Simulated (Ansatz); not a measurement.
Relax this structure to zero stress and force, keeping its symmetry:

```yaml
crystal:
  lattice:
    - [-1.40686, 1.40686, 2.26723]
    - [1.40686, -1.40686, 2.26723]
    - [1.40686, 1.40686, -2.26723]
  atoms:
    - { symbol: Ga, position: [0.00000, 0.00000, 0.00000] }
```

All numbers below come from DFT PBE, scalar-relativistic, plane waves, PAW in Ansatz 0.2.0.

Plane waves to 420 eV, a k mesh through Γ of 20×20×20 on the computed 1-atom cell and Gaussian smearing (0.10 eV); no spin polarisation.

**Question.** What does it relax to?

**Answer.** The volume rises by 1.01 Å³/atom to 18.96 Å³/atom, and the energy falls by 8.7 meV/atom. Final structure:
```xyz
1
Lattice="-1.4285 1.4285 2.3221 1.4285 -1.4285 2.3221 1.4285 1.4285 -2.3221" Properties=species:S:1:pos:R:3 pbc="T T T"
Ga    0.0000    0.0000    0.0000
```

Course of the relaxation (steps run on the plane waves of an earlier cell, and the basis is chosen afresh near the end, so energy and pressure can step there; trial steps that raised the energy were taken back; energies are free energies):

```json
{"step": "1", "E − E_final (meV/atom)": "8.7", "P (GPa)": "2.97", "V (Å³/atom)": "17.95"}
{"step": "2", "E − E_final (meV/atom)": "0.4", "P (GPa)": "-0.24", "V (Å³/atom)": "19.04"}
{"step": "3", "E − E_final (meV/atom)": "0.3", "P (GPa)": "-0.03", "V (Å³/atom)": "18.96"}
{"step": "4", "E − E_final (meV/atom)": "0.0", "P (GPa)": "-0.04", "V (Å³/atom)": "18.96"}
```